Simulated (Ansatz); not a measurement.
# interstitial Ga in GaAs: molecular dynamics, part 3 of 3

Purpose: to see whether the interstitial stays in its void or moves on. The start is relaxed first. Runs: 170 steps of 4.5 fs at constant energy, with velocities drawn for 1200 K; 180 steps of 3 fs at constant energy, with velocities drawn for 840 K. The host cell (F-43m) has 16 atoms; the extra atom is the last.

Ansatz 0.2.0; DFT PBE, plane waves, PAW, scalar-relativistic, no spin polarisation. Earlier steps stand in the parts before.

## 9. What the atoms did

The trajectory, every 7 steps (energies from step 0); msd is the mean square displacement from the start, the centre of mass held:

| time (fs) | T (K) | potential energy change (meV/atom) | total energy change (meV/atom) | msd Ga (Å²) | msd As (Å²) |
| --- | --- | --- | --- | --- | --- |
| 0.0 | 840 | 0.0 | 0.00 | 0.000 | 0.000 |
| 21.0 | 804 | 4.4 | 0.02 | 0.013 | 0.011 |
| 42.0 | 586 | 31.0 | 0.10 | 0.044 | 0.036 |
| 63.0 | 605 | 28.6 | 0.05 | 0.073 | 0.060 |
| 84.0 | 684 | 19.0 | -0.01 | 0.095 | 0.076 |
| 105.0 | 570 | 32.9 | 0.10 | 0.110 | 0.088 |
| 126.0 | 724 | 14.1 | -0.01 | 0.120 | 0.097 |
| 147.0 | 784 | 6.8 | 0.01 | 0.140 | 0.104 |
| 168.0 | 626 | 26.1 | 0.07 | 0.171 | 0.115 |
| 189.0 | 573 | 32.5 | 0.07 | 0.201 | 0.130 |
| 210.0 | 669 | 20.8 | 0.06 | 0.222 | 0.152 |
| 231.0 | 795 | 5.6 | 0.04 | 0.233 | 0.185 |
| 252.0 | 769 | 8.8 | 0.08 | 0.243 | 0.223 |
| 273.0 | 801 | 4.9 | 0.07 | 0.263 | 0.247 |
| 294.0 | 846 | -0.7 | 0.04 | 0.303 | 0.257 |
| 315.0 | 712 | 15.7 | 0.09 | 0.352 | 0.267 |
| 336.0 | 628 | 25.8 | 0.08 | 0.394 | 0.283 |
| 357.0 | 558 | 34.4 | 0.07 | 0.424 | 0.302 |
| 378.0 | 517 | 39.3 | 0.08 | 0.442 | 0.317 |
| 399.0 | 553 | 35.0 | 0.08 | 0.442 | 0.332 |
| 420.0 | 710 | 15.8 | 0.05 | 0.426 | 0.349 |
| 441.0 | 824 | 2.0 | 0.05 | 0.417 | 0.361 |
| 462.0 | 824 | 2.0 | 0.06 | 0.428 | 0.362 |
| 483.0 | 750 | 10.9 | 0.02 | 0.455 | 0.360 |
| 504.0 | 565 | 33.5 | 0.14 | 0.480 | 0.356 |
| 525.0 | 716 | 15.1 | -0.01 | 0.489 | 0.348 |
| 540.0 | 683 | 19.1 | 0.01 | 0.494 | 0.346 |

time (fs), T (K) and a bar:
```
      0.0        840 #############################
     24.0        771 #######################
     48.0        566 #####
     69.0        634 ###########
     93.0        655 ############
    117.0        609 ########
    141.0        811 ##########################
    165.0        646 ############
    189.0        573 #####
    210.0        669 ##############
    234.0        802 ##########################
    258.0        754 #####################
    282.0        850 ##############################
    306.0        775 #######################
    330.0        644 ############
    351.0        583 ######
    375.0        515 
    399.0        553 ###
    423.0        741 ####################
    447.0        822 ###########################
    471.0        819 ###########################
    492.0        650 ############
    516.0        642 ###########
    540.0        683 ###############
```

Pair distribution over the second half of the run:

| r (Å) | g Ga–Ga | g Ga–As | g As–As |
| --- | --- | --- | --- |
| 0.68 | 0.00 | 0.00 | 0.00 |
| 0.84 | 0.00 | 0.00 | 0.00 |
| 1.00 | 0.00 | 0.00 | 0.00 |
| 1.16 | 0.00 | 0.00 | 0.00 |
| 1.32 | 0.00 | 0.00 | 0.00 |
| 1.48 | 0.00 | 0.00 | 0.00 |
| 1.64 | 0.00 | 0.00 | 0.00 |
| 1.80 | 0.00 | 0.00 | 0.00 |
| 1.96 | 0.00 | 0.00 | 0.00 |
| 2.12 | 0.00 | 0.03 | 0.00 |
| 2.28 | 0.00 | 1.16 | 0.00 |
| 2.44 | 0.37 | 6.31 | 0.00 |
| 2.60 | 0.56 | 5.45 | 0.00 |
| 2.76 | 0.30 | 0.96 | 0.00 |
| 2.92 | 0.81 | 0.45 | 0.00 |
| 3.08 | 0.22 | 0.24 | 0.00 |
| 3.24 | 0.39 | 0.14 | 0.17 |

First peaks of g(r) (not always the tallest), and, where a minimum follows, the mean number of second-named atoms round a first-named one up to the next minimum:

| pair | peak (Å) | height | minimum (Å) | neighbours |
| --- | --- | --- | --- | --- |
| Ga–As | 2.52 | 7.2 | - | - |

Maxima of the velocity power spectrum (cm⁻¹, relative height; resolution about 120 cm⁻¹): 200 (100).

## 10. Positions and forces

Positions (Å) and forces (eV/Å):

```xyz
17
Lattice="0.000 5.750 5.750 5.750 0.000 5.750 5.750 5.750 0.000" Properties=species:S:1:pos:R:3:forces:R:3 pbc="T T T" time_fs=90.0 T=671 dE=0.3487
Ga    0.014   -0.014   -0.156    1.048   -0.230    0.139
As    1.601    1.651    1.314   -0.455   -0.351   -0.062
Ga    3.174    3.209   -0.108   -0.331   -0.900    0.099
As    4.400    4.379    1.521    1.103    0.821   -0.893
Ga    2.435   -0.046    2.900    0.285    0.222    0.055
As    4.123    1.364    4.308   -0.685   -0.804    0.661
Ga    4.960    2.255    2.343    0.853   -0.459   -0.124
As    7.200    3.945    4.241   -1.290    0.636   -0.288
Ga    0.067    2.877    2.987    0.609    0.751   -0.153
As    1.695    4.301    4.241   -0.518    0.057    0.549
Ga    3.159    5.834    2.865   -1.224    0.245    0.857
As    4.460    7.242    4.373    0.574   -0.498    0.591
Ga    2.823    2.802    5.946   -0.509    0.830   -0.251
As    4.330    4.613    7.384    0.062    0.178    0.340
Ga    6.166    5.773    5.760   -0.835   -0.454   -0.835
As    7.189    7.169    7.374    0.469    0.325    0.274
Ga    5.391    2.970    5.980    0.845   -0.367   -0.957
17
Lattice="0.000 5.750 5.750 5.750 0.000 5.750 5.750 5.750 0.000" Properties=species:S:1:pos:R:3:forces:R:3 pbc="T T T" time_fs=180.0 T=575 dE=0.5494
Ga    0.367   -0.003    0.032   -1.375    0.058    0.188
As    1.674    1.501    1.315    0.362    1.058    0.227
Ga    3.002    2.868   -0.314    0.487    1.117    0.365
As    4.407    4.625    1.316   -1.145   -1.706    0.364
Ga    2.537   -0.034    2.938    0.578   -0.160   -0.019
As    4.070    1.084    4.542   -0.035    0.159   -0.363
Ga    4.959    2.176    2.381   -0.499    1.056    0.327
As    6.899    4.260    4.229    0.728   -0.192   -0.284
Ga    0.420    3.159    2.710   -0.978   -1.050    0.339
As    1.601    4.296    4.446    1.129   -0.008   -0.521
Ga    2.965    5.879    3.047    0.812   -0.541   -0.124
As    4.683    7.188    4.283   -0.635    1.143   -0.943
Ga    2.852    2.903    6.030   -0.173   -0.304    0.491
As    4.356    4.516    7.458   -0.373   -0.141   -0.449
Ga    5.793    5.820    5.846    0.778   -0.127    0.728
As    7.168    7.203    7.489    0.236    0.007   -0.798
Ga    5.445    2.885    5.503    0.103   -0.368    0.473
17
Lattice="0.000 5.750 5.750 5.750 0.000 5.750 5.750 5.750 0.000" Properties=species:S:1:pos:R:3:forces:R:3 pbc="T T T" time_fs=270.0 T=783 dE=0.1191
Ga    0.122   -0.184    0.333    0.575    0.102   -0.378
As    1.842    1.715    1.385   -0.485   -0.691   -0.395
Ga    2.913    3.210   -0.519   -0.093   -0.686   -0.264
As    4.003    4.192    1.302    1.083    1.001    0.410
Ga    2.873   -0.063    2.774   -0.611    0.137   -0.078
As    3.948    1.002    4.637    0.461    0.648    0.468
Ga    5.027    2.602    2.772    0.806   -0.825    0.366
As    6.924    4.411    4.105   -0.411    0.704   -0.674
Ga    0.328    2.970    2.868    0.841    1.447   -0.566
As    1.792    4.365    4.447   -1.164   -0.276    0.225
Ga    3.199    5.719    2.997   -0.658    0.879   -0.148
As    4.571    7.500    4.112   -0.864   -1.483    1.157
Ga    2.689    2.804    6.102    0.579    0.164   -0.617
As    4.342    4.361    7.221    0.862   -0.728   -0.292
Ga    5.742    5.943    5.845    0.073   -0.012   -0.446
As    7.121    7.144    7.485   -0.495   -0.264    0.585
Ga    5.786    2.632    5.414   -0.498   -0.118    0.644
17
Lattice="0.000 5.750 5.750 5.750 0.000 5.750 5.750 5.750 0.000" Properties=species:S:1:pos:R:3:forces:R:3 pbc="T T T" time_fs=360.0 T=546 dE=0.6093
Ga    0.244   -0.334    0.542   -0.953    0.210    0.302
As    1.705    1.514    1.351    0.440    0.278    0.567
Ga    2.829    3.432   -0.617    0.078    0.142    0.515
As    4.170    4.092    1.550   -0.420    0.455   -0.200
Ga    3.101   -0.080    2.523    0.587   -0.334    0.361
As    4.030    1.089    4.553    0.008   -0.361    0.143
Ga    5.502    2.731    3.257   -0.606   -0.193   -0.968
As    6.829    4.767    3.651    0.574   -0.087    1.026
Ga    0.319    3.042    2.940   -0.438   -0.585    0.647
As    1.521    4.533    4.511    0.610   -1.209   -0.190
Ga    2.904    5.860    2.884    0.788   -0.677    0.238
As    4.306    7.357    4.257    0.493    0.514   -0.386
Ga    2.562    2.622    5.991    0.519    0.931   -0.778
As    4.641    4.120    6.963   -1.317    0.995    0.646
Ga    5.800    5.965    5.688   -0.480   -0.281   -0.535
As    6.935    7.083    7.504   -0.060    0.418   -0.056
Ga    5.852    2.541    5.754    0.176   -0.216   -1.332
17
Lattice="0.000 5.750 5.750 5.750 0.000 5.750 5.750 5.750 0.000" Properties=species:S:1:pos:R:3:forces:R:3 pbc="T T T" time_fs=450.0 T=821 dE=0.0415
Ga    0.052   -0.173    0.645    0.534   -0.513   -0.266
As    1.713    1.521    1.639   -0.214   -0.404   -0.401
Ga    2.773    3.598   -0.304    0.293   -0.774   -0.100
As    4.030    4.189    1.686    0.267    0.202   -0.017
Ga    3.373   -0.028    2.681   -0.260   -0.626   -1.331
As    4.279    0.865    4.574   -0.221    1.296    1.125
Ga    5.578    2.767    2.937    0.302   -0.113    0.124
As    7.144    4.806    3.854   -0.620   -0.302   -0.192
Ga    0.143    2.804    3.013   -0.688   -0.173   -0.042
As    1.346    4.276    4.495   -0.215    1.349   -0.156
Ga    2.822    5.788    3.012   -1.223    0.222   -0.115
As    4.052    7.420    4.293    0.295    0.551    0.071
Ga    2.769    2.871    5.703    0.098   -1.632    0.415
As    4.510    4.039    6.897    0.515    0.792    0.453
Ga    5.574    5.919    5.468    0.483    0.192    0.940
As    7.011    7.199    7.232    0.346   -0.581   -0.466
Ga    6.084    2.492    5.456    0.307    0.512   -0.043
17
Lattice="0.000 5.750 5.750 5.750 0.000 5.750 5.750 5.750 0.000" Properties=species:S:1:pos:R:3:forces:R:3 pbc="T T T" time_fs=540.0 T=683 dE=0.3253
Ga    0.125   -0.251    0.601   -0.153    0.074   -0.340
As    1.526    1.343    1.690    0.254    0.718    0.363
Ga    2.953    3.371    0.090   -0.608   -0.090   -0.317
As    4.106    4.510    1.863    0.016   -0.630    0.575
Ga    3.420   -0.031    2.655   -0.198    0.041    0.127
As    4.401    1.042    4.693   -0.257    0.594   -0.783
Ga    5.759    2.666    2.564   -0.484    0.599    0.769
As    7.186    4.732    3.996    0.147   -0.129   -0.099
Ga   -0.243    2.712    3.040    1.382    0.452   -0.702
As    1.181    4.258    4.514   -0.258   -0.271   -0.596
Ga    2.231    5.946    3.067    0.948   -0.327    0.905
As    3.920    7.387    4.369   -0.514   -0.903    0.462
Ga    2.836    2.864    5.576    1.030   -0.062    0.174
As    4.659    4.132    6.882   -0.707   -0.496    0.137
Ga    5.620    5.970    5.611   -0.404   -0.326   -1.215
As    7.218    7.069    6.899    0.042    0.798    0.080
Ga    6.347    2.620    5.151   -0.236   -0.043    0.459
```

On run 2: The temperature starts at 840 K and averages 691 K in the second half, where it ranges from 515 to 861 K. The total energy strays from its start by at most 0.14 meV/atom, 0.2 % of the mean kinetic energy, so a step of 3 fs is short enough over this time. The farthest move is 0.98 Å against a mean nearest distance of 2.4 Å: a large displacement, and the run is too short to tell whether atoms leave their places. The interstitial Ga17 strays up to 1.04 Å from where this run began and ends 1.04 Å from it (the host's drift taken out).

## 11. Results

What follows sums up all 3 parts.

| quantity | value |
| --- | --- |
| relaxation of the start | 2 moves, 0.324 eV lower |
| run 1: length | 170 steps of 4.5 fs |
| run 1: temperature, first and last step | 1200 and 486 K |
| run 1: temperature, second half | mean 570 K, from 320 to 711 K |
| run 1: potential energy, second half | +77 meV/atom from this run's first step |
| run 1: largest change of the total energy | 0.82 meV/atom |
| run 1: mean square displacement, second half | Ga 0.091, As 0.066 Å² |
| run 2: length | 180 steps of 3 fs |
| run 2: temperature, first and last step | 840 and 683 K |
| run 2: temperature, second half | mean 691 K, from 515 to 861 K |
| run 2: potential energy, second half | +18 meV/atom from this run's first step |
| run 2: largest change of the total energy | 0.14 meV/atom |
| run 2: mean square displacement, second half | Ga 0.414, As 0.321 Å² |

In words: Mean temperatures of the second halves: 570 K, 691 K. In the last run: the interstitial Ga17 strays up to 1.04 Å from where this run began and ends 1.04 Å from it (the host's drift taken out). 540 fs on 17 atoms is far too short and small for converged averages. The cell holds an odd number of electrons and spin is off, so an unpaired electron is smeared over both spins. Accuracy level and mesh were kept low to afford the steps.
